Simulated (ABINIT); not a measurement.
Crystal: Pt.

```xyz
1
Lattice="0.0000 1.9609 1.9609 1.9609 0.0000 1.9609 1.9609 1.9609 0.0000" Properties=species:S:1:pos:R:3 pbc="T T T"
Pt    0.0000    0.0000    0.0000
```

Base run:

| Quantity | Value |
| --- | --- |
| Program | ABINIT 10.8.3 (patched build) |
| Functional | PBEsol |
| Potentials or basis | JTH PAW PBE v2.0 |
| Cutoff | 435 eV |
| k mesh | 12 × 12 × 12 |
| Occupations | fermi-dirac, width 0.05 eV |
| Spin | no spin polarisation |

Its results: band gap on the k mesh none (metal or under the smearing width); pressure 1.0 GPa.

Q: The run is repeated on the same cell with these changes: potentials or basis from JTH PAW PBE v2.0 to PseudoDojo NC SR PBEsol v0.4 stringent; cutoff from 435 eV to 1143 eV; valence electrons from 10 to 18. What comes out?

A: Band gap on the k mesh none (metal or under the smearing width); pressure -1.2 GPa.

Caveats: the PAW data sets were made with another functional, which shifts forces and pressure a little (some runs).
